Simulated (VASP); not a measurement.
Input of a VASP 6.6.1 run:

INCAR

```
SYSTEM = B10P11
  PREC = Accurate
  ENCUT = 520
  EDIFF = 1E-6
  ISMEAR = 0
  SIGMA = 0.1
  LREAL = Auto
  LASPH = .True.
  NELM = 100
  ALGO = Fast
  ISIF = 2
  LWAVE = .False.
  LCHARG = .False.
  GGA = PE
  NBANDS = 58
  ISYM = 0
```

KPOINTS

```
Automatic mesh
0
Gamma
  2 2 2
  0.5 0.5 0.5
```

The input POSCAR:

```
B10P11
1.0
    6.5435477291      0.3978054159     -0.2404262914
    0.3968750264      6.3736075077      0.4157199534
   -0.2345498588      0.4131405297      6.7912662732
B P
10 11
Direct
    0.4191180606      0.0810485067      0.3134211128
    0.4521401009      1.0200092008      0.5622368028
    0.4422007032      0.3647872731      0.2814327357
    0.3804255374      0.8565579723      0.7614744543
    0.5358818238      0.4486097663      0.5474393156
    0.4158998392      0.6298882730      0.3607971736
    0.5488790585      0.8322332025      0.2555664394
    0.1340214679      0.7387587031      0.3888959825
    0.2412611361      0.1423771108      0.7129781077
    0.3302478419      0.6703633259      0.5995432931
    0.7479628215      0.0205415983      0.5861982850
    0.1476248103      0.4880330691      0.2383561026
    0.5921209442      0.7605118918      0.9909063890
    0.6018142597      0.4018203337      1.0401451008
    0.8149423059     -0.0197775366     -0.1032037790
    0.3726521270      0.3895053944      0.7724422011
    0.8156408242      0.4768710355      0.6414276355
    0.1484579697      0.9452447135      0.9233209932
    0.8322762046      0.7556860290      0.4292028153
    0.0267258487      0.2580862908      0.4884820063
    0.1487523758      0.0195381974      0.2384206028
```

Potentials or basis: VASP PAW PBE potentials, release 64 (B, P).

The run is started by

```console
$ cat potpaw_PBE.64/B/POTCAR potpaw_PBE.64/P/POTCAR > POTCAR
$ mpirun -np 1 vasp_std > vasp.out
```

Problem. Estimate the largest force.

Solution. 0.053 eV/Å.

Problem. What does it give for the pressure?

Solution. -0.2 GPa.

Problem. Predict the band gap on the k mesh.

Solution. None (metal or under the smearing width).

Stress tensor (GPa, compression positive):
```
-0.23 -0.07 -0.04
-0.07 -0.23 -0.03
-0.04 -0.03 -0.28
```

Caveat: the k mesh is coarse (spacing up to 0.50 Å⁻¹), so the values aren't converged.
